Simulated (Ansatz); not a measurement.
## What a trial cell of Hf3C relaxes into

Computed with DFT PBE, scalar-relativistic, plane waves, PAW in Ansatz 0.2.0. Cutoff 420 eV, Γ-centred k mesh, Gaussian smearing, no spin polarisation in the final step.

The start puts Hf3C on the A15 structure type (Pm-3n, No. 223), with C in place of Si, Hf in place of Cr, at a guessed volume.

```xyz
8
Lattice="5.1595 0.0000 0.0000 0.0000 5.1595 0.0000 0.0000 0.0000 5.1595" Properties=species:S:1:pos:R:3 pbc="T T T"
Hf    0.0000    2.5797    1.2899
Hf    0.0000    2.5797    3.8696
Hf    1.2899    0.0000    2.5797
Hf    3.8696    0.0000    2.5797
Hf    2.5797    3.8696    0.0000
Hf    2.5797    1.2899    0.0000
C     0.0000    0.0000    0.0000
C     2.5797    2.5797    2.5797
```

Steps on the 8×8×8 mesh (8 atoms). 4 of 5 steps are shown, and the free energy counts from the last. Trial steps that were taken back and renewals of the plane-wave basis can be among the rows.

```json
{"step": "1", "ΔF (meV/atom)": "5.2", "V (Å³/atom)": "17.17", "P (GPa)": "3.43"}
{"step": "2", "ΔF (meV/atom)": "17.9", "V (Å³/atom)": "18.61", "P (GPa)": "-5.46"}
{"step": "3", "ΔF (meV/atom)": "0.5", "V (Å³/atom)": "17.70", "P (GPa)": "-0.23"}
{"step": "5", "ΔF (meV/atom)": "0.0", "V (Å³/atom)": "17.66", "P (GPa)": "0.01"}
```

A final relaxation ran on a 8×8×8 mesh. The relaxed crystal, Pm-3n (No. 223):

```cif
data_structure
_symmetry_space_group_name_H-M 'Pm-3n'
_symmetry_Int_Tables_number 223
_cell_length_a 5.2083
_cell_length_b 5.2083
_cell_length_c 5.2083
_cell_angle_alpha 90.000
_cell_angle_beta 90.000
_cell_angle_gamma 90.000
_cell_volume 141.28
loop_
_atom_site_label
_atom_site_type_symbol
_atom_site_symmetry_multiplicity
_atom_site_Wyckoff_symbol
_atom_site_fract_x
_atom_site_fract_y
_atom_site_fract_z
_atom_site_occupancy
Hf1 Hf 6 c 0.00000 0.50000 0.25000 1
C1 C 2 a 0.00000 0.00000 0.00000 1
```

For Hf3C, the volume per atom is 17.66 Å³ and the density is 12.87 g/cm³. The energy over the elements is 0.90 eV/atom. The gap on the 8×8×8 mesh is 0 eV (a metal).

Energies over the elements count from the elements' standard structures at the same level, with no empirical corrections.

The final run used a 8×8×8 mesh on its 8-atom cell and 0.10 eV smearing. For metals, differences of a few meV/atom aren't resolved. Spin–orbit coupling is left out.

A structure relaxed within its symmetry needn't be a true minimum.

Cost: 2 runs of about 5 core-minutes in all, on Intel Xeon Platinum 8259CL (Skylake/Cascade Lake) (shared hosts).